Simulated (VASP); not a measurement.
# Au (Fmmm) in VASP: notebook

One crystal, Au, is run at these levels: PBE; tasks: single point.

All numbers are computed with VASP 6.6.1; they aren't measurements. Logs are shortened: lines on timing, memory, paths and dates and some standing lists are left out, and cuts for length are marked.

### Step 1. The cell of the first run

Symmetry: Fmmm, No. 69, orthorhombic system. The conventional cell has a = 3.315 Å, b = 4.570 Å, c = 4.805 Å, α = 90.00°, β = 90.00°, γ = 90.00°. Around Au (site symmetry mmm) lie 8 Au at 2.82 to 2.92 Å.

This isn't the form of Au at room conditions, which is fcc.

### Step 2. Single point, PBE (strain -0.0500 x Voigt [0, 0, 0, 1, 0, 0], atoms carried along)

The input, INCAR:

```
SYSTEM = Au
PREC = Accurate
ENCUT = 520
EDIFF = 1E-6
ISMEAR = 0
SIGMA = 0.15
LREAL = .False.
LASPH = .True.
NELM = 100
ALGO = Fast
ISIF = 2
LWAVE = .False.
LCHARG = .True.
GGA = PE
LELF = .True.
LVHAR = .True.
NBANDS = 12
```

The input, KPOINTS:

```
Automatic mesh
0
Gamma
  20 20 20
  0 0 0
```

The input, POSCAR:

```
Au
1.0
   -1.6572690000      1.6158372750      1.6158372750
    1.6572690000     -1.6987007250      1.6987007250
    1.6572690000      1.6987007250     -1.6987007250
Au
1
Direct
    0.0000000000      0.0000000000      0.0000000000
```

Potentials or basis: VASP PAW PBE potentials, release 64 (Au).

Started as:

```console
> cat potpaw_PBE.64/Au/POTCAR > POTCAR
> mpirun -np 1 vasp_std > vasp.out
```

OUTCAR:

```text
SYSTEM = Au
   PREC = Accurate
   ENCUT = 520
   EDIFF = 1E-6
   ISMEAR = 0
   LREAL = .False.
   LASPH = .True.
   NELM = 100
   ISIF = 2
   GGA = PE

 ion  position               nearest neighbor table
   1  0.000  0.000  0.000-

  LATTYP: Found a face centered orthorhombic cell.
 ALAT       =     3.3145380000
 B/A-ratio  =     1.3788582233
 C/A-ratio  =     1.4495689014

  Lattice vectors:

 A1 = (   0.0000000000,  -0.0828634500,   3.3145380000)
 A2 = (   1.6572690000,  -1.6987007250,   1.6987007250)
 A3 = (   1.6572690000,   1.6158372750,   1.6158372750)

Analysis of symmetry for initial positions (statically):
=====================================================================
 Subroutine PRICEL returns:
 Original cell was already a primitive cell.

 Routine SETGRP: Setting up the symmetry group for a
 face centered orthorhombic supercell.

 Subroutine GETGRP returns: Found  8 space group operations
 (whereof  8 operations were pure point group operations)
 out of a pool of  8 trial point group operations.

The static configuration has the point symmetry D_2h.

Analysis of symmetry for dynamics (positions and initial velocities):
=====================================================================
 Subroutine PRICEL returns:
 Original cell was already a primitive cell.

 Routine SETGRP: Setting up the symmetry group for a
 face centered orthorhombic supercell.

 Subroutine GETGRP returns: Found  8 space group operations
 (whereof  8 operations were pure point group operations)
 out of a pool of  8 trial point group operations.

The dynamic configuration has the point symmetry D_2h.

 Subroutine INISYM returns: Found  8 space group operations
 (whereof  8 operations are pure point group operations),
 and found     1 'primitive' translations

----------------------------------------------------------------------------------------

                                     Primitive cell

  volume of cell :      18.1956

  direct lattice vectors                    reciprocal lattice vectors
    -1.657269000  1.615837275  1.615837275     0.000000000  0.309437100  0.309437100
     1.657269000 -1.698700725  1.698700725     0.301701172  0.007547246  0.301889853
     1.657269000  1.698700725 -1.698700725     0.301701172  0.301889853  0.007547246

  length of vectors
     2.822835584  2.918511409  2.918511409     0.437610143  0.426870053  0.426870053

  position of ions in fractional coordinates (direct lattice)
     0.000000000  0.000000000  0.000000000

  ion indices of the primitive-cell ions
   primitive index   ion index
                 1           1

----------------------------------------------------------------------------------------

 KPOINTS: Automatic mesh

Automatic generation of k-mesh.
 Grid dimensions read from file:
 generate k-points for:   20   20   20

 Generating k-lattice:

  Cartesian coordinates                     Fractional coordinates (reciprocal lattice)
     0.000000000  0.015471855  0.015471855     0.050000000  0.000000000  0.000000000
     0.015085059  0.000377362  0.015094493     0.000000000  0.050000000  0.000000000
     0.015085059  0.015094493  0.000377362     0.000000000 -0.000000000  0.050000000

  Length of vectors
     0.021880507  0.021343503  0.021343503

  Shift w.r.t. Gamma in fractional coordinates (k-lattice)
     0.000000000  0.000000000  0.000000000

 Subroutine IBZKPT returns following result:
 ===========================================

 Found   1166 irreducible k-points:

 Following reciprocal coordinates:
            Coordinates               Weight
  0.000000  0.000000  0.000000      1.000000
  0.050000  0.000000  0.000000      2.000000
  0.100000  0.000000  0.000000      2.000000
  0.150000  0.000000  0.000000      2.000000
  0.200000  0.000000  0.000000      2.000000
  0.250000  0.000000  0.000000      2.000000
[... 16 lines left out ...]
  0.050000  0.100000  0.000000      8.000000
  0.100000  0.100000  0.000000      8.000000
 [... further k-points ...]
   k-points           NKPTS =   1166   k-points in BZ     NKDIM =   1166   number of bands    NBANDS=     12
   number of dos      NEDOS =    301   number of ions     NIONS =      1
   total plane-waves  NPLWV =  13824
   dimension x,y,z NGX =    24 NGY =   24 NGZ =   24
   dimension x,y,z NGXF=    48 NGYF=   48 NGZF=   48
   ions per type =               1
   NGX,Y,Z   is equivalent  to a cutoff of  14.13, 13.67, 13.67 a.u.
   NGXF,Y,Z  is equivalent  to a cutoff of  28.27, 27.34, 27.34 a.u.
 SYSTEM =  Au
   PREC   = accura    normal or accurate (medium, high low for compatibility)
   ISTART =      0    job   : 0-new  1-cont  2-samecut
   ICHARG =      2    charge: 1-file 2-atom 10-const
   ISPIN  =      1    spin polarized calculation?
   LNONCOLLINEAR =      F non collinear calculations
   LSORBIT =      F    spin-orbit coupling
   LASPH  =      T    aspherical Exc in radial PAW
   ENCUT  =  520.0 eV  38.22 Ry    6.18 a.u.   5.25  5.43  5.43*2*pi/ulx,y,z
   NELM   =    100;   NELMIN=  2; NELMDL= -5     # of ELM steps
   EDIFF  = 0.1E-05   stopping-criterion for ELM
   LREAL  =      F    real-space projection
   EDIFFG = 0.1E-04   stopping-criterion for IOM
   NSW    =      0    number of steps for IOM
   IBRION =     -1    ionic relax: 0-MD 1-quasi-New 2-CG
   NFREE  =      0    steps in history (QN), initial steepest desc. (CG)
   ISIF   =      2    stress and relaxation
   ISYM   =      2    0-nonsym 1-usesym 2-fastsym
   POTIM  = 0.5000    time-step for ionic-motion
   TEBEG  =    0.0;   TEEND  =   0.0 temperature during run
   PSTRESS=    0.0 pullay stress
   NELECT =      11.0000    total number of electrons
   NUPDOWN=      -1.0000    fix difference up-down
   EMIN   =  10.00;   EMAX   =-10.00  energy-range for DOS
   EFERMI =   0.00;   METHOD = LEGACY
   ISMEAR =     0;   SIGMA  =   0.15  broadening in eV -4-tet -1-fermi 0-gaus
   EFERMI_NEDOS =   21; number of points for ismear=-14 and -15
   IALGO  =     68    algorithm
   IMIX   =      4    mixing-type and parameters
     AMIX     =   0.40;   BMIX     =  1.00
     AMIX_MAG =   1.60;   BMIX_MAG =  1.00
  volume/ion in A,a.u.               =      18.20       122.79
  Fermi-wavevector in a.u.,A,eV,Ry     =   1.384256  2.615865 26.071021  1.916166
  Thomas-Fermi vector in A             =   2.508778
   LORBIT       =      0    0 simple, 1 ext, 2 COOP (PROOUT), +10 PAW based schemes
   GGA     = PE    functional components
   LHFCALC =     F    Hartree Fock is set to
   AEXX    =    0.0000 exact exchange contribution
   IVDW    =     0    specifies the selected vdW correction
   LEPSILON=     F    determine dielectric tensor
   LRPA    =     F    only Hartree local field effects (RPA)
 non-spin polarized calculation
 RMM-DIIS sequential band-by-band and
 Gauss-broadening in eV      SIGMA  =   0.15
  energy-cutoff  :      520.00
  volume of cell :       18.20
 maximum number of plane-waves:       503
 NGX is ok and might be reduce to    24
   NGX = 11   NGY = 11   NGZ = 11

 number of electron      11.0000000 magnetization

 Free energy of the ion-electron system (eV)
  ---------------------------------------------------
  ext. energy  EPLUGINS =         0.00000000
  ---------------------------------------------------
  free energy    TOTEN  =        -3.19394210 eV

  energy without entropy =       -3.19014176  energy(sigma->0) =       -3.19204193

 E-fermi :   8.4195     XC(G=0): -12.3271

 val. band max:        8.4180029527   @ k =   0.1000   0.5000   0.2000
 cond. band min:       8.4215497407   @ k =   0.4500  -0.3500   0.1000
 fundamental gap:      0.0035467880
 Fermi energy:         8.4195235278

 k-point     1 :       0.0000    0.0000    0.0000
  band No.  band energies     occupation
      1      -0.7537      2.00000
      2       3.6243      2.00000
      3       3.8701      2.00000
      4       4.1607      2.00000
      5       5.6447      2.00000
      6       5.6707      2.00000
      7      24.4623      0.00000
      8      24.9366      0.00000
      9      25.2863      0.00000
     10      30.9300      0.00000
     11      31.5753      0.00000
     12      32.4308      0.00000

 k-point     2 :       0.0500    0.0000    0.0000
  band No.  band energies     occupation
      1      -0.6601      2.00000
      2       3.6901      2.00000
      3       3.8821      2.00000
      4       4.1301      2.00000
      5       5.6231      2.00000
      6       5.6414      2.00000
      7      24.5258      0.00000
      8      25.0446      0.00000
      9      25.2961      0.00000
     10      29.9916      0.00000
     11      31.2334      0.00000
     12      31.2624      0.00000

 k-point     3 :       0.1000    0.0000    0.0000
  band No.  band energies     occupation
      1      -0.3845      2.00000
      2       3.8850      2.00000
      3       3.9139      2.00000
      4       4.0424      2.00000
      5       5.4979      2.00000
      6       5.6327      2.00000
      7      24.6473      0.00000
      8      25.2191      0.00000
      9      25.3592      0.00000
     10      28.7509      0.00000
     11      29.5081      0.00000
     12      30.3957      0.00000

 k-point     4 :       0.1500    0.0000    0.0000
  band No.  band energies     occupation
      1       0.0547      2.00000
      2       3.9091      2.00000
      3       3.9570      2.00000
      4       4.2006      2.00000
      5       5.3438      2.00000
      6       5.6219      2.00000
      7      24.5633      0.00000
      8      24.6110      0.00000
      9      25.8532      0.00000
     10      28.0169      0.00000
     11      28.1429      0.00000
     12      29.1431      0.00000

 k-point     5 :       0.2000    0.0000    0.0000
  band No.  band energies     occupation
      1       0.6141      2.00000
      2       3.7461      2.00000
      3       4.0144      2.00000
      4       4.6221      2.00000
      5       5.2261      2.00000
      6       5.6128      2.00000
      7      23.0398      0.00000
      8      23.9889      0.00000
      9      26.4822      0.00000
     10      27.6851      0.00000
     11      27.7264      0.00000
     12      28.1410      0.00000
[... 228 lines left out ...]
      1       1.8705      2.00000
      2       3.0646      2.00000
      3       5.3880      2.00000
      4       5.5814      2.00000
      5       6.8771      2.00000
      6       8.5570      0.19505
      7      12.3965      0.00000
      8      20.4648      0.00000
      9      21.3111      0.00000
     10      29.2455      0.00000
     11      29.6134      0.00000
     12      30.2620      0.00000

 k-point    22 :       0.0000    0.1000   -0.0000
  band No.  band energies     occupation
      1      -0.4090      2.00000
      2       3.6374      2.00000
      3       3.9253      2.00000
      4       4.2364      2.00000
      5       5.5362      2.00000
      6       5.6682      2.00000
      7      24.5632      0.00000
      8      24.7895      0.00000
      9      25.4834      0.00000
     10      28.8616      0.00000
     11      29.3511      0.00000
     12      30.7589      0.00000

 k-point    23 :       0.0500    0.1000    0.0000
  band No.  band energies     occupation
      1      -0.1425      2.00000
      2       3.6791      2.00000
      3       3.9964      2.00000
      4       4.2572      2.00000
      5       5.4450      2.00000
      6       5.6533      2.00000
      7      24.3531      0.00000
      8      24.8730      0.00000
      9      25.4905      0.00000
     10      28.0604      0.00000
     11      28.9352      0.00000
     12      29.9570      0.00000

 k-point    24 :       0.1000    0.1000    0.0000
  band No.  band energies     occupation
      1       0.2835      2.00000
      2       3.7167      2.00000
      3       3.9158      2.00000
      4       4.5241      2.00000
      5       5.3013      2.00000
      6       5.6628      2.00000
      7      23.8690      0.00000
      8      24.5601      0.00000
      9      25.5296      0.00000
     10      26.7304      0.00000
     11      28.3458      0.00000
     12      30.2031      0.00000

 [... further k-points ...]
[... 5 lines left out ...]
  --------------------------------------------------------------------------------------
  -------------------------------------------------------------------------------------
  Total       -0.1002629     -0.1235817     -0.1235817      0.0000000      0.2887710      0.0000000
  in kB       -8.8284234    -10.8817148    -10.8817148      0.0000000     25.4270869      0.0000000
  external PRESSURE =     -10.1972844 kB  Pullay stress =       0.0000000 kB

 VOLUME and BASIS-vectors are now :
 -----------------------------------------------------------------------------
  energy-cutoff  :      520.00
  volume of cell :       18.20
      direct lattice vectors                 reciprocal lattice vectors
    -1.657269000  1.615837275  1.615837275     0.000000000  0.309437100  0.309437100
     1.657269000 -1.698700725  1.698700725     0.301701172  0.007547246  0.301889853
     1.657269000  1.698700725 -1.698700725     0.301701172  0.301889853  0.007547246

 POSITION                                       TOTAL-FORCE (eV/Angst)
 -----------------------------------------------------------------------------------
      0.00000      0.00000      0.00000         0.000000     -0.000000      0.000000
 -----------------------------------------------------------------------------------
    total drift:                                0.000000     -0.000000     -0.000000

  FREE ENERGIE OF THE ION-ELECTRON SYSTEM (eV)
  ---------------------------------------------------
  free  energy   TOTEN  =        -3.1939421046 eV

  energy  without entropy=       -3.1901417622  energy(sigma->0) =       -3.19204193
```

Wall time 1.9 min (1 thread of AMD EPYC 9R45 (Zen 5), shared host); peak memory 0.32 GiB.

What came out:

| Item | Value |
| --- | --- |
| Free energy | -3.1939 eV |
| Pressure | -1.0 GPa |
| Band gap on the k mesh | none (metal or under the smearing width) |

Stress tensor (GPa, compression positive):
```
-0.88  0.00  0.00
 0.00 -1.09  2.54
 0.00  2.54 -1.09
```

The run has no spin-orbit coupling, so splittings on Au are missing.

### Step 3. Single point, PBE (strain +0.0750 x Voigt [0, 0, 0, 1, 0, 0], atoms carried along)

The input, INCAR:

```
ALGO = Fast
EDIFF = 1E-7
ENCUT = 520
GGA = PE
ISIF = 2
ISMEAR = 0
LASPH = True
LCHARG = False
LREAL = False
LWAVE = False
NBANDS = 12
NELM = 100
PREC = Accurate
SIGMA = 0.15
```

The input, KPOINTS:

```
k-points
0
Gamma
  20 20 20
```

The input, POSCAR:

```
Au
1.0
   -1.6572690000      1.7194165875      1.7194165875
    1.6572690000     -1.5951214125      1.5951214125
    1.6572690000      1.5951214125     -1.5951214125
Au
1
Direct
    0.0000000000      0.0000000000      0.0000000000
```

Potentials or basis: VASP PAW PBE potentials, release 64 (Au).

Started as:

```console
> cat potpaw_PBE.64/Au/POTCAR > POTCAR
> mpirun -np 1 vasp_std > vasp.out
```

Wall time 2.1 min (1 thread of AMD EPYC 9R45 (Zen 5), shared host); peak memory 0.32 GiB.

It converged, with:

```
Free energy            : -3.1849 eV
Pressure               : -0.4 GPa
Band gap on the k mesh : none (metal or under the smearing width)
```

Stress tensor (GPa, compression positive):
```
-0.19  0.00  0.00
 0.00 -0.52 -3.88
 0.00 -3.88 -0.52
```

Levels at points of the mesh, in eV from the Fermi level:
| k point | band 2 | band 3 | band 4 | band 5 | band 6 | band 7 | band 8 | band 9 | band 10 | band 11 |
| --- | --- | --- | --- | --- | --- | --- | --- | --- | --- | --- |
| (0.00, 0.00, 0.00) | -4.91 | -4.55 | -4.10 | -2.73 | -2.68 | 15.81 | 16.57 | 17.06 | 22.30 | 23.18 |
| (0.50, 0.00, 0.00) | -5.69 | -2.68 | -2.35 | -1.56 | -0.71 | 2.47 | 12.80 | 14.12 | 21.18 | 21.86 |
| (0.00, 0.50, 0.00) | -5.50 | -2.86 | -2.58 | -1.40 | -0.31 | 3.30 | 11.88 | 14.10 | 20.28 | 22.14 |
| (0.00, 0.50, 0.50) | -5.29 | -3.02 | -2.84 | -1.13 | 0.15 | 4.09 | 12.01 | 12.92 | 20.73 | 20.93 |
| (0.50, 0.50, 0.50) | -6.22 | -2.05 | -1.74 | -1.36 | 6.22 | 6.28 | 6.45 | 9.12 | 15.38 | 15.39 |

Spin-orbit coupling is left out, which matters for the levels of Au.

### Step 4. Single point, PBE (strain -0.1000 x Voigt [0, 0, 0, 1, 0, 0], atoms carried along)

The input, INCAR:

```
PREC = Accurate ; ENCUT = 520
EDIFF = 1E-6 ; ISMEAR = 0
SIGMA = 0.15 ; LREAL = False
LASPH = True ; NELM = 100
ALGO = Fast ; ISIF = 2
LWAVE = False ; LCHARG = False
GGA = PE ; NBANDS = 12
```

The input, KPOINTS:

```
regular mesh
0
Gamma
  20 20 20
```

The input, POSCAR:

```
Au
1.0
   -1.6572690000      1.5744055500      1.5744055500
    1.6572690000     -1.7401324500      1.7401324500
    1.6572690000      1.7401324500     -1.7401324500
Au
1
Direct
    0.0000000000      0.0000000000      0.0000000000
```

Started as:

```console
> cat potpaw_PBE.64/Au/POTCAR > POTCAR
> mpirun -np 1 vasp_std > vasp.out
```

Run time: 1.9 min. Hardware: 1 thread of AMD EPYC 9R45 (Zen 5), shared host; peak memory 0.32 GiB.

The run converged. Its results:

```
Free energy            : -3.1718 eV
Pressure               : 0.5 GPa
Band gap on the k mesh : none (metal or under the smearing width)
```

Stress tensor (GPa, compression positive):
```
0.82 0.00 0.00
0.00 0.30 5.34
0.00 5.34 0.30
```

Levels at points of the mesh, in eV from the Fermi level:
```tsv
k point	band 3	band 4	band 5	band 6	band 7	band 8	band 9	band 10
(0.00, 0.00, 0.00)	-4.57	-3.95	-2.69	-2.59	15.55	16.63	17.23	22.13
(0.50, 0.00, 0.00)	-3.02	-2.90	-1.01	0.35	4.43	11.92	12.76	20.70
(0.00, 0.50, 0.00)	-2.81	-2.56	-1.40	-0.27	3.37	11.66	14.45	20.05
(0.00, 0.50, 0.50)	-2.57	-2.25	-1.58	-0.81	2.27	12.99	14.36	21.30
(0.50, 0.50, 0.50)	-2.13	-1.72	-1.21	6.26	6.31	6.56	9.23	15.42
```

The run has no spin-orbit coupling, so splittings on Au are missing.

### Step 5. Overview

```tsv
cell	further INCAR settings	gap on the mesh (eV)	pressure (GPa)
strain -0.0500 x Voigt [0, 0, 0, 1, 0, 0], atoms carried along	ALGO = Fast; EDIFF = 1e-06; NBANDS = 12	none	-1.0
strain +0.0750 x Voigt [0, 0, 0, 1, 0, 0], atoms carried along	ALGO = Fast; EDIFF = 1e-07; NBANDS = 12	none	-0.4
strain -0.1000 x Voigt [0, 0, 0, 1, 0, 0], atoms carried along	ALGO = Fast; EDIFF = 1e-06; NBANDS = 12	none	0.5
```

Alike in all rows: task single point; level PBE; potentials or basis VASP PAW PBE potentials, release 64 (Au); no spin polarisation; k mesh 20 × 20 × 20; cutoff (eV) 520; smearing gaussian 0.15 eV.

Total energies depend on the potentials used, so only differences within one code and one set of settings carry meaning.
